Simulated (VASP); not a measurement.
# ZnSe (Stilleite) (F-43m) in VASP: settings compared

Aim: see how the results for ZnSe (Stilleite) move with the level of theory and the settings. Levels: PBE, PBE0, LDA. Tasks: single point, relaxation of cell and atoms.

Everything below comes from runs of VASP 6.6.1. Logs are shortened: lines on timing, memory, paths and dates and some standing lists are left out, and cuts for length are marked.

**Experimental background.**

From “Alloy Disordering Effects on the Thermal Conductivity and Energy Gap Temperature Dependence of Cd1−xZnxSe Ternary Crystals Grown by the Bridgman Method”, 2023, pmc:10253836, for a bulk crystal of ZnSe at 300 K: band gap 2.695 ± 0.003 eV (an exciton energy, a little under the gap).

The results are compared with them further down.

### 1 The crystal as given

The structure is cubic, space group F-43m (No. 216). The conventional cell has a = 5.668 Å, b = 5.668 Å, c = 5.668 Å, α = 90.00°, β = 90.00°, γ = 90.00°. Se (site symmetry -43m) has 4 Zn at 2.45 Å as nearest neighbours. Zn (site symmetry -43m) is surrounded by 4 Se at 2.45 Å.

### 2 Single point, PBE

Input file INCAR:

```
PREC = Accurate
ENCUT = 520
EDIFF = 1E-7
ISMEAR = 0
SIGMA = 0.014
LREAL = F
LASPH = T
NELM = 80
ALGO = Fast
ISIF = 2
LWAVE = F
LCHARG = F
GGA = PE
```

Input file KPOINTS:

```
Automatic mesh
0
Gamma
  8 8 8
```

Input file POSCAR:

```
ZnSe
1.0
    0.0000000000      2.8338000000      2.8338000000
    2.8338000000      0.0000000000      2.8338000000
    2.8338000000      2.8338000000      0.0000000000
Se Zn
1 1
Direct
    0.7500000000      0.7500000000      0.7500000000
    0.0000000000      0.0000000000      0.0000000000
```

Potentials or basis: VASP PAW PBE potentials, release 64 (Se, Zn).

Command:

```console
$ cat potpaw_PBE.64/Se/POTCAR potpaw_PBE.64/Zn/POTCAR > POTCAR
$ mpirun -np 1 vasp_std > vasp.out
```

OUTCAR:

```text
PREC = Accurate
   ENCUT = 520
   EDIFF = 1E-7
   ISMEAR = 0
   LREAL = F
   LASPH = T
   NELM = 80
   ISIF = 2
   GGA = PE

 ion  position               nearest neighbor table
   1  0.750  0.750  0.750-   2 2.45   2 2.45   2 2.45   2 2.45
   2  0.000  0.000  0.000-   1 2.45   1 2.45   1 2.45   1 2.45

  LATTYP: Found a face centered cubic cell.
 ALAT       =     5.6676000000

  Lattice vectors:

 A1 = (   0.0000000000,   2.8338000000,   2.8338000000)
 A2 = (   2.8338000000,   0.0000000000,   2.8338000000)
 A3 = (   2.8338000000,   2.8338000000,   0.0000000000)

Analysis of symmetry for initial positions (statically):
=====================================================================
 Subroutine PRICEL returns:
 Original cell was already a primitive cell.

 Routine SETGRP: Setting up the symmetry group for a
 face centered cubic supercell.

 Subroutine GETGRP returns: Found 24 space group operations
 (whereof 24 operations were pure point group operations)
 out of a pool of 48 trial point group operations.

The static configuration has the point symmetry T_d .

Analysis of symmetry for dynamics (positions and initial velocities):
=====================================================================
 Subroutine PRICEL returns:
 Original cell was already a primitive cell.

 Routine SETGRP: Setting up the symmetry group for a
 face centered cubic supercell.

 Subroutine GETGRP returns: Found 24 space group operations
 (whereof 24 operations were pure point group operations)
 out of a pool of 48 trial point group operations.

The dynamic configuration has the point symmetry T_d .

 Subroutine INISYM returns: Found 24 space group operations
 (whereof 24 operations are pure point group operations),
 and found     1 'primitive' translations

----------------------------------------------------------------------------------------

                                     Primitive cell

  volume of cell :      45.5132

  direct lattice vectors                    reciprocal lattice vectors
     0.000000000  2.833800000  2.833800000    -0.176441527  0.176441527  0.176441527
     2.833800000  0.000000000  2.833800000     0.176441527 -0.176441527  0.176441527
     2.833800000  2.833800000  0.000000000     0.176441527  0.176441527 -0.176441527

  length of vectors
     4.007598393  4.007598393  4.007598393     0.305605690  0.305605690  0.305605690

  position of ions in fractional coordinates (direct lattice)
     0.750000000  0.750000000  0.750000000
     0.000000000  0.000000000  0.000000000
[... 76 lines left out ...]
   NELM   =     80;   NELMIN=  2; NELMDL= -5     # of ELM steps
   EDIFF  = 0.1E-06   stopping-criterion for ELM
   LREAL  =      F    real-space projection
[... 7 lines left out ...]
   TEBEG  =    0.0;   TEEND  =   0.0 temperature during run
   PSTRESS=    0.0 pullay stress
   NELECT =      18.0000    total number of electrons
   NUPDOWN=      -1.0000    fix difference up-down
   EMIN   =  10.00;   EMAX   =-10.00  energy-range for DOS
   EFERMI =   0.00;   METHOD = LEGACY
   ISMEAR =     0;   SIGMA  =   0.01  broadening in eV -4-tet -1-fermi 0-gaus
   EFERMI_NEDOS =   21; number of points for ismear=-14 and -15
   IALGO  =     68    algorithm
   IMIX   =      4    mixing-type and parameters
     AMIX     =   0.40;   BMIX     =  1.00
     AMIX_MAG =   1.60;   BMIX_MAG =  1.00
  volume/ion in A,a.u.               =      22.76       153.57
  Fermi-wavevector in a.u.,A,eV,Ry     =   1.201673  2.270834 19.647073  1.444019
  Thomas-Fermi vector in A             =   2.337476
   LORBIT       =      0    0 simple, 1 ext, 2 COOP (PROOUT), +10 PAW based schemes
   GGA     = PE    functional components
   LHFCALC =     F    Hartree Fock is set to
   AEXX    =    0.0000 exact exchange contribution
   IVDW    =     0    specifies the selected vdW correction
   LEPSILON=     F    determine dielectric tensor
   LRPA    =     F    only Hartree local field effects (RPA)
 non-spin polarized calculation
 RMM-DIIS sequential band-by-band and
 Gauss-broadening in eV      SIGMA  =   0.01
  energy-cutoff  :      520.00
  volume of cell :       45.51
 maximum number of plane-waves:      1243
 NGX is ok and might be reduce to    30
   NGX = 15   NGY = 15   NGZ = 15

 number of electron      18.0000012 magnetization

 Free energy of the ion-electron system (eV)
  ---------------------------------------------------
  ext. energy  EPLUGINS =         0.00000000
  ---------------------------------------------------
  free energy    TOTEN  =        -6.02011777 eV

  energy without entropy =       -6.02011777  energy(sigma->0) =       -6.02011777

 E-fermi :   1.7081     XC(G=0):  -9.3216

 val. band max:        1.6131969271   @ k =   0.0000   0.0000   0.0000
 cond. band min:       2.9034988265   @ k =   0.0000   0.0000   0.0000
 fundamental gap:      1.2903018995
 Fermi energy:         1.7080724054

 k-point     1 :       0.0000    0.0000    0.0000
  band No.  band energies     occupation
      1     -11.6459      2.00000
      2      -4.9330      2.00000
      3      -4.9330      2.00000
      4      -4.9330      2.00000
      5      -4.5632      2.00000
      6      -4.5632      2.00000
      7       1.6132      2.00000
      8       1.6132      2.00000
      9       1.6132      2.00000
     10       2.9035      0.00000
     11       7.4137      0.00000
     12       7.4137      0.00000
     13       7.4137      0.00000
[... 354 lines left out ...]
  band No.  band energies     occupation
      1     -10.7252      2.00000
      2      -4.8295      2.00000
      3      -4.7923      2.00000
      4      -4.5951      2.00000
      5      -4.5562      2.00000
      6      -4.3541      2.00000
      7      -3.2799      2.00000
      8      -0.7960      2.00000
      9       0.1489      2.00000
     10       5.8416      0.00000
     11       7.1614      0.00000
     12       9.0224      0.00000
     13      10.2839      0.00000

 [... further k-points ...]
[... 5 lines left out ...]
  --------------------------------------------------------------------------------------
  -------------------------------------------------------------------------------------
  Total        0.6756743      0.6756743      0.6756743      0.0000000      0.0000000      0.0000000
  in kB       23.7853951     23.7853951     23.7853951      0.0000000      0.0000000      0.0000000
  external PRESSURE =      23.7853951 kB  Pullay stress =       0.0000000 kB

 VOLUME and BASIS-vectors are now :
 -----------------------------------------------------------------------------
  energy-cutoff  :      520.00
  volume of cell :       45.51
      direct lattice vectors                 reciprocal lattice vectors
     0.000000000  2.833800000  2.833800000    -0.176441527  0.176441527  0.176441527
     2.833800000  0.000000000  2.833800000     0.176441527 -0.176441527  0.176441527
     2.833800000  2.833800000  0.000000000     0.176441527  0.176441527 -0.176441527

 POSITION                                       TOTAL-FORCE (eV/Angst)
 -----------------------------------------------------------------------------------
      4.25070      4.25070      4.25070        -0.000000     -0.000000     -0.000000
      0.00000      0.00000      0.00000         0.000000      0.000000      0.000000
 -----------------------------------------------------------------------------------
    total drift:                                0.000001      0.000001      0.000001

  FREE ENERGIE OF THE ION-ELECTRON SYSTEM (eV)
  ---------------------------------------------------
  free  energy   TOTEN  =        -6.0201177662 eV

  energy  without entropy=       -6.0201177662  energy(sigma->0) =       -6.02011777
```

OSZICAR:

```text
N       E                     dE             d eps       ncg     rms          rms(c)
DAV:   1     0.858815561412E+02    0.85882E+02   -0.91254E+03   762   0.159E+03
DAV:   2    -0.794657479357E+00   -0.86676E+02   -0.82162E+02   839   0.271E+02
DAV:   3    -0.625712543750E+01   -0.54625E+01   -0.54427E+01   924   0.685E+01
DAV:   4    -0.630804118400E+01   -0.50916E-01   -0.50908E-01   839   0.721E+00
DAV:   5    -0.630833260077E+01   -0.29142E-03   -0.29141E-03   919   0.513E-01    0.475E+00
RMM:   6    -0.604161757326E+01    0.26672E+00   -0.70292E-01   824   0.929E+00    0.375E+00
RMM:   7    -0.601900947246E+01    0.22608E-01   -0.15580E-01   817   0.425E+00    0.140E+00
RMM:   8    -0.602039438189E+01   -0.13849E-02   -0.27352E-02   929   0.143E+00    0.645E-01
RMM:   9    -0.602021112000E+01    0.18326E-03   -0.68317E-03   830   0.115E+00    0.205E-01
RMM:  10    -0.602005811487E+01    0.15301E-03   -0.13864E-03   934   0.471E-01    0.554E-02
RMM:  11    -0.602011558701E+01   -0.57472E-04   -0.23866E-04   836   0.144E-01    0.501E-02
RMM:  12    -0.602011691206E+01   -0.13251E-05   -0.54316E-05   905   0.974E-02    0.322E-03
RMM:  13    -0.602011762070E+01   -0.70863E-06   -0.85583E-06   915   0.329E-02    0.447E-03
RMM:  14    -0.602011769592E+01   -0.75219E-07   -0.28355E-06   850   0.216E-02    0.813E-04
RMM:  15    -0.602011776622E+01   -0.70304E-07   -0.56120E-07   806   0.913E-03
   1 F= -.60201178E+01 E0= -.60201178E+01  d E =-.525105E-24
```

stdout:

```text
POSCAR found type information on POSCAR SeZn
 POSCAR found :  2 types and       2 ions
 scaLAPACK will be used
 LDA part: xc-table for (Slater+PW92), standard interpolation
 POSCAR, INCAR and KPOINTS ok, starting setup
 FFT: planning ... GRIDC
 FFT: planning ... GRID_SOFT
 FFT: planning ... GRID
 WAVECAR not read
 entering main loop
```

Wall time 18 s (1 thread of Intel Xeon Platinum 8375C at 2.90GHz (Ice Lake), shared host); peak memory 0.17 GiB.

Results:

| Property | Result |
| --- | --- |
| Free energy | -6.0201 eV |
| Pressure | 2.4 GPa |
| Band gap on the k mesh | 1.29 eV, direct |

(Part 1 of 2 ends here.)
